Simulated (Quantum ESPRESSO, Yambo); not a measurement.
# AlAs (F-43m): G0W0 with Yambo, start to end, part 2 of 3

Wanted: ground state, empty states, screening and self-energy for AlAs (F-43m).

Quantum ESPRESSO 7.5 and Yambo 5.3.0; PBE and many-body steps on it, plane waves. Known limits of the many-body steps: not at the basis limit; exchange with frozen shells missing; no spin-orbit coupling; coarse k mesh.

So far. Step 2 (Ground state): The gap is indirect, with the least direct gap 0.61 eV higher. Step 3 (Bands along the symmetry lines): The gap is 1.436 eV, as in the run before at this level.

**4. Empty states on the mesh, 4×4×4 mesh, 111 bands**

Level of this step: DFT, PBE, plane waves, norm-conserving pseudopotentials (Quantum ESPRESSO).

The sums over transitions need many empty states on a uniform mesh; this step solves for them.

Input file pw.in:

```
&control
  calculation = 'nscf'
  prefix = 'x'
  outdir = 'o'
  pseudo_dir = 'pseudo'
/
&system
  ibrav = 0
  nat = 2
  ntyp = 2
  ecutwfc = 76.0
  nbnd = 111
  force_symmorphic = .true.
/
&electrons
  conv_thr = 1e-9
  electron_maxstep = 80
  diago_full_acc = .true.
  diago_thr_init = 5e-6
/
ATOMIC_SPECIES
  Al 26.982 Al.upf
  As 74.922 As.upf
CELL_PARAMETERS angstrom
  0.0000000000 2.8304000000 2.8304000000
  2.8304000000 0.0000000000 2.8304000000
  2.8304000000 2.8304000000 -0.0000000000
ATOMIC_POSITIONS crystal
  Al 0.0000000000 0.0000000000 0.0000000000
  As 0.2500000000 0.2500000000 0.2500000000
K_POINTS automatic
  4 4 4 0 0 0
```

Launch:

```
> OMP_NUM_THREADS=1 mpirun -n 8 pw.x -nk 4 -in pw.in > pw.out
```

The log of the run:

```text
[banner, memory and clock lines left out]
Program PWSCF v.7.5 starts

     Atomic positions and unit cell read from directory:
     o/x.save/

     Message from routine setup:
     using ibrav=0 with symmetry is DISCOURAGED, use correct ibrav instead

     bravais-lattice index     =            0
     lattice parameter (alat)  =       7.5642  a.u.
     unit-cell volume          =     306.0343 (a.u.)^3
     number of atoms/cell      =            2
     number of atomic types    =            2
     number of electrons       =        18.00
     number of Kohn-Sham states=          111
     kinetic-energy cutoff     =      76.0000  Ry
     charge density cutoff     =     304.0000  Ry
     Exchange-correlation= PBE
                           (   1   4   3   4   0   0   0)

     celldm(1)=   7.564177  celldm(2)=   0.000000  celldm(3)=   0.000000
     celldm(4)=   0.000000  celldm(5)=   0.000000  celldm(6)=   0.000000

     crystal axes: (cart. coord. in units of alat)
               a(1) = (   0.000000   0.707107   0.707107 )
               a(2) = (   0.707107   0.000000   0.707107 )
               a(3) = (   0.707107   0.707107  -0.000000 )

     reciprocal axes: (cart. coord. in units 2 pi/alat)
               b(1) = ( -0.707107  0.707107  0.707107 )
               b(2) = (  0.707107 -0.707107  0.707107 )
               b(3) = (  0.707107  0.707107 -0.707107 )
     Pseudo is Norm-conserving + core correction, Zval =  3.0
     Generated using ONCVPSP code by D. R. Hamann
     Using radial grid of 1876 points,  6 beta functions with:
     Pseudo is Norm-conserving + core correction, Zval = 15.0
     Generated using ONCVPSP code by D. R. Hamann
     Using radial grid of 1358 points,  6 beta functions with:
     Al                3.00    26.98200     Al( 1.00)
     As               15.00    74.92200     As( 1.00)

     24 Sym. Ops. (no inversion) found

   Cartesian axes

     site n.     atom                  positions (alat units)
         1        Al     tau(   1) = (   0.0000000   0.0000000   0.0000000  )
         2        As     tau(   2) = (   0.3535534   0.3535534   0.3535534  )

     number of k points=     8
                       cart. coord. in units 2pi/alat
        k(    1) = (   0.0000000   0.0000000   0.0000000), wk =   0.0312500
        k(    2) = (   0.1767767   0.1767767  -0.1767767), wk =   0.2500000
        k(    3) = (  -0.3535534  -0.3535534   0.3535534), wk =   0.1250000
[...]
k(    7) = (  -0.7071068   0.0000000   0.0000000), wk =   0.0937500
        k(    8) = (  -0.7071068   0.3535534   0.0000000), wk =   0.1875000

     Dense  grid:    27317 G-vectors     FFT dimensions: (  45,  45,  45)

     The potential is recalculated from file :
     o/x.save/charge-density

     Starting wfcs are   13 randomized atomic wfcs +   98 random wfcs

     Band Structure Calculation

     End of band structure calculation

          k = 0.0000 0.0000 0.0000 (  3479 PWs)   bands (ev):

   -27.9514 -27.9514 -27.9514 -27.9402 -27.9402  -5.3642   6.5055   6.5055
     6.5055   8.5505  10.7992  10.7992  10.7992  15.3974  15.5502  15.5502
    17.9664  17.9664  17.9664  21.4165  30.2907  30.2907  30.2907  32.2058
[...]
92.6728  92.6728  92.6728  92.7368  93.3511  93.7799  93.7799

          k = 0.1768 0.1768-0.1768 (  3428 PWs)   bands (ev):

[...]
92.6660  94.3356  95.5318  95.5318  96.9438  96.9438  97.3187

          k =-0.3536-0.3536 0.3536 (  3426 PWs)   bands (ev):

[...]
84.7215  84.7215  85.7814  85.9210  85.9210  87.0557  88.6519  88.6519
    90.7769  90.7769  91.2076  91.4048  91.4048  92.0567  92.1180  93.2288
    93.9912  94.0665  94.0665  94.1802  94.1802  95.3209  96.6651

          k = 0.3536 0.0000 0.0000 (  3479 PWs)   bands (ev):

     [... further k-points ...]

     highest occupied, lowest unoccupied level (ev):     6.5055    7.9419

     XML data file, pseudopotentials, collected wavefunctions
```

Run time: 4.4 s. Hardware: 8 MPI ranks of Arm Neoverse V2, shared host; peak memory 0.5 GiB.

This step gave:

```
gap                                                           : 1.436 eV
k of the valence top                                          : 0, 0, 0
k of the conduction bottom                                    : 0, -0.5, -0.5
least direct gap                                              : 2.045 eV
k points computed                                             : 8
lowest point of the top converged band, above the valence top : 87.2744 eV
```

On this mesh the gap is 1.436 eV.

**5. Conversion and set-up**

This step: Yambo 5.3.0; conversion and set-up on PBE, plane waves, norm-conserving pseudopotentials.

The states are converted to the many-body program's format and the q mesh is built.

Launch:

```
> (cd o/x.save; p2y > p2y.log; mv SAVE ../..); yambo > setup.log
```

The log of the run:

```text
 Yambo, version 5.3.0

 [02] CORE Variables Setup
 =========================

  [02.01] Unit cells
  ==================

  Cell kind             :  FCC
  Atoms in the cell     :  Al  As
  number of Al atoms    :  1
  number of As atoms    :  1

  List of atomic masses
  Mass of Al    :  26.98200
  Mass of As    :  74.92200

  List of atomic coordinates    : [cc]
  Al1       :  0.000000  0.000000  0.000000  order 1
  As1       :  2.674340  2.674340  2.674340  order 2

  Alat factors          :  5.348681  5.348681  5.348681 [a.u.]
  Direct lattice volume :  306.0343 [a.u.]
  Direct lattice vectors:  A[ 1 ]  A[ 2 ]  A[ 3 ]
   A[ 1 ]:  0.000000  1.000000  1.000000  [iru]
   0.000000  5.348681  5.348681  [cc]
   A[ 2 ]:  1.000000  0.000000  1.000000  [iru]
   5.348681  0.000000  5.348681  [cc]
   A[ 3 ]:  1.000000  1.000000 -0.000000  [iru]
   5.348681  5.348681 -0.000000  [cc]

  Recip. lattice volume :  0.810531 [a.u.]
  Recip. lattice vectors:  B[ 1 ]  B[ 2 ]  B[ 3 ]
   B[ 1 ]: -0.500000  0.500000  0.500000  [iku]
  -0.587358  0.587358  0.587358  [cc]
   B[ 2 ]:  0.500000 -0.500000  0.500000  [iku]
   0.587358 -0.587358  0.587358  [cc]
   B[ 3 ]:  0.500000  0.500000 -0.500000  [iku]
   0.587358  0.587358 -0.587358  [cc]

  [02.02] Symmetries
  ==================

  Inversion symmetry    : yes
  Spatial inversion     : no
  Inversion index       :  25
  K-space Time-reversal : yes
  Magnetic symmetries   : no
  Time-reversal derived K-space symmetries:   25   48
  Group table correct   : yes
  Symmetries units      :  [cc]

   [S  1]:   1.0000      0.42730E-17  0.42730E-17  0.42730E-17   1.0000     -0.42730E-17 -0.42730E-17 -0.42730E-17   1.0000
   [S  2]:  -1.0000     -0.42730E-17  0.42730E-17 -0.42730E-17  -1.0000     -0.42730E-17  0.42730E-17  0.42730E-17   1.0000
   [S  3]:  -1.0000      0.42730E-17 -0.42730E-17 -0.42730E-17   1.0000      0.42730E-17  0.42730E-17 -0.42730E-17  -1.0000
[...]
[S  9]:  0.42730E-17   1.0000      0.42730E-17 -0.42730E-17  0.42730E-17   1.0000       1.0000     -0.42730E-17 -0.42730E-17
   [S 10]:  0.42730E-17  -1.0000     -0.42730E-17 -0.42730E-17 -0.42730E-17  -1.0000       1.0000      0.42730E-17  0.42730E-17
     [... 36 further rows ...]
   [S*47]:   1.0000      0.42730E-17 -0.42730E-17  0.42730E-17 -0.42730E-17  -1.0000     -0.42730E-17   1.0000      0.42730E-17
   [S*48]:   1.0000     -0.42730E-17  0.42730E-17  0.42730E-17  0.42730E-17   1.0000     -0.42730E-17  -1.0000     -0.42730E-17

  [02.03] Reciprocal space
  ========================

  nG shells         :  296
  nG charge         :  27317
  nG WFs            :   4210
  nC WFs            :   3479
  G-vecs. in first 29 shells:  [ Number ]
     1    9   15   27   51   59   65   89  113
    137   169   181   229   259   283   307   331   339
    387   411   459   531   537   561   609   645   701
    725   749
  ...
  Shell energy in first 29 shells:  [ mHa ]
[...]
BZ  K-points                                      :   64

  K/Q-points units:
  rlu = crystal or reduced units; cc = cartesian coordinates; iku = interal k-units

  K [1]          [rlu]:  0.000000  0.000000  0.000000
         WF components:   3479
  K [2]          [rlu]: -0.99003E-17  0.39775E-17  0.25000
         WF components:   3428
  K [3]          [rlu]:  0.19801E-16 -0.79550E-17 -0.50000
         WF components:   3426
  K [4]          [rlu]: -0.97223E-17  0.25000      0.25000
         WF components:   3479
  K [5]          [rlu]: -0.11933E-16  0.25000     -0.50000
         WF components:   3417
  [... 2 further k-points ...]
  K [8]          [rlu]:  0.250000 -0.500000 -0.250000
         WF components:   3400

  [02.05] Energies & Occupations
  ==============================

  [X] === General ===
  [X] Electronic Temperature                        :  0.000000  0.000000 [eV K]
  [X] Bosonic    Temperature                        :  0.000000  0.000000 [eV K]
  [X] Finite Temperature mode                       : no
  [X] El. density                                   :  0.39692E+24 [cm-3]
  [X] Fermi Level                                   :  6.505537 [eV]

  [X] === Gaps and Widths ===
  [X] Conduction Band Min                           :  1.436385 [eV]
  [X] Valence Band Max                              :  0.000000 [eV]
  [X] Filled Bands                                  :   9
  [X] Empty Bands                                   :   10  111
  [X] Direct Gap                                    :  2.044983 [eV]
  [X] Direct Gap localized at k                     :  1
  [X] Indirect Gap                                  :  1.436385 [eV]
  [X] Indirect Gap between kpts                     :   1   7
  [X] Last valence band width                       :  2.822646 [eV]
  [X] 1st conduction band width                     :  2.893489 [eV]

  E @ K [1]:  [eV]
   -34.457      -34.457      -34.457      -34.446      -34.446      -11.870     -0.76091E-09 -0.35266E-09
   0.000000  2.044983  4.293654  4.293654  4.293654  8.891858  9.044653  9.044653
   11.46086  11.46086  11.46086  14.91095  23.78519  23.78519  23.78519  25.70023
  occ @ K [1]
[...]
E @ K [2]:  [eV]
[...]
occ @ K [2]
[...]
E @ K [3]:  [eV]
[...]
occ @ K [3]
[...]
E @ K [4]:  [eV]
[...]
occ @ K [4]
[...]
E @ K [5]:  [eV]
[...]
occ @ K [5]
[...]
[... 2 further k-points ...]
  E @ K [8]:  [eV]
[...]
occ @ K [8]
[...]
2.000000  0.000000  0.000000  0.000000  0.000000  0.000000  0.000000  0.000000
   0.000000  0.000000  0.000000  0.000000  0.000000  0.000000  0.000000  0.000000

 [03] Transferred momenta grid and indexing
 ==========================================

 IBZ Q-points                                      :   8
 BZ  Q-points                                      :   64

 K/Q-points units:
 rlu = crystal or reduced units; cc = cartesian coordinates; iku = interal k-units

 Q [1]          [rlu]:  0.000000  0.000000  0.000000
 Q [2]          [rlu]:  0.81056E-17  0.81056E-17  0.25000
 Q [3]          [rlu]: -0.16211E-16 -0.16211E-16 -0.50000
[...]
Q [7]          [rlu]:  0.19445E-16 -0.50000     -0.50000
 Q [8]          [rlu]:  0.250000 -0.500000 -0.250000

  [03.01] X indexes
  =================

   [03.01.01] Sigma indexes
   ========================

 [06] Game Over & Game summary
```

It took 2.4 s on 1 MPI rank; peak memory 0.24 GiB.

[end of part 2 of 3]

[Paths, hosts, dates, memory and timing lines, banners, echoed tables and standing remarks are left out of the program output.]

[Logs are printed without paths, hosts, clocks, repeated set-up lines and the standing remarks that a program may print on its own settings, such as how far it seeks lower states.]

[Runs of the session that timed out or met a known fault of the program may be left out.]

[Hosts, paths, dates, database ids (printed as entryN), source tags and the programs' standing remarks are cut or masked in the printed files.]
